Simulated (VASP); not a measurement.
Crystal: ZrC.

```
Zr C
1.0
     0.00000    2.36500    2.36500
     2.36500    0.00000    2.36500
     2.36500    2.36500    0.00000
Zr C
1 1
Cartesian
  2.3650 2.3650 2.3650
  0.0000 0.0000 0.0000
```

```yaml
Program: VASP 6.6.1
Task: relaxation of cell and atoms
Functional: PBEsol
Potentials_or_basis: VASP PAW PBE potentials, release 64 (Zr_sv, C)
Cutoff: 600 eV
k_mesh: 10 × 10 × 10
Occupations: fermi-dirac, width 0.05 eV
Spin: no spin polarisation
```

At the start: pressure -8.2 GPa; volume 13.23 Å³/atom.

**Question.** How do energy, volume and symmetry change on relaxing?

**Answer.** Over 4 steps the energy falls by 13.0 meV/atom and the volume is 12.74 Å³/atom (-3.7 %); space group Fm-3m (No. 225, to 0.05 Å).

The path:
```csv
step,energy change (eV),largest force (eV/Å),pressure (GPa),volume (Å³)
1,0.0000,0.0000,-8.24,26.46
2,0.0500,0.0000,16.67,23.94
3,-0.0260,0.0000,-0.15,25.49
4,-0.0260,0.0000,-0.01,25.48
```

Final structure:
```xyz
2
Lattice="0.0000 2.3354 2.3354 2.3354 0.0000 2.3354 2.3354 2.3354 0.0000" Properties=species:S:1:pos:R:3 pbc="T T T"
Zr    2.3354    2.3354    2.3354
C     2.3354    4.6708    2.3354
```

Caveat: the PAW data sets were made with another functional, which shifts forces and pressure a little.
